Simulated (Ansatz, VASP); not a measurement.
Fe in VASP and in Ansatz

```
Fe
1.0
    -1.43332    1.43332    1.43332
     1.43332   -1.43332    1.43332
     1.43332    1.43332   -1.43332
Fe
1
Cartesian
  0.0000 0.0000 0.0000
```

Change from the starting cell: volume scaled by 0.98.

Alike in both runs: task single point; functional PBEsol; k mesh 13 × 13 × 13; occupations fermi-dirac, width 0.05 eV; collinear spin.

```csv
,VASP,Ansatz
version,VASP 6.6.1,Ansatz 0.2.0
potentials or method,"VASP PAW PBE potentials, release 64 (Fe), cutoff 520 eV","all-electron LAPW, scalar-relativistic"
```

```csv
,VASP,Ansatz,Ansatz less VASP
gap on the k mesh at the Fermi level (eV),none,none,-
pressure (GPa),-15.4,-16.0,-0.54
net moment per atom (μB),2.22,2.19,-0.029
size of the moment on the site where the two differ most (μB),2.22,2.24,+0.025
```

Site moments also hang on the region over which each program counts them. A gap of «none» marks a metal or a gap that the smearing closes. Ansatz ran all-electron here, so the differences hold the error of VASP's frozen core and of both bases.

Caveats: so large a pressure means that the cell lies far from this level's equilibrium, or that cutoff or potentials fall short (VASP); the potentials were made for another functional, which shifts forces and pressure (VASP).
